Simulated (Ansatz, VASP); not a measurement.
One calculation of MgB2, two programs

```
CELL_PARAMETERS angstrom
3.08500 0.00000 0.00000
-1.54250 2.67169 0.00000
0.00000 0.00000 3.52300
ATOMIC_POSITIONS crystal
Mg 0.00000 0.00000 0.00000
B 0.66667 0.33333 0.50000
B 0.33333 0.66667 0.50000
```

Alike in both runs: functional PBE; k mesh 10 × 10 × 8; occupations fermi-dirac, width 0.05 eV; no spin polarisation.

|  | VASP | Ansatz |
| --- | --- | --- |
| version | VASP 6.6.1 | Ansatz 0.2.0 |
| potentials or method | VASP PAW PBE potentials, release 64 (Mg, B) | Ansatz PAW |
| plane-wave cutoff (eV) | 520 | 420 |
| valence electrons in the cell | 8 | 16 |
| task | single point | band structure |

```csv
,VASP,Ansatz,Ansatz less VASP
gap on the k mesh at the Fermi level (eV),none,none,-
pressure (GPa),-1.2,-0.9,+0.26
largest component of the traceless stress (GPa),0.11,0.01,-0.099
```

A gap of «none» marks a metal or a gap that the smearing closes. With one functional, cell and mesh, what is left measures potentials, basis and numerics. The two sets of potentials don't hold the same shells in valence.
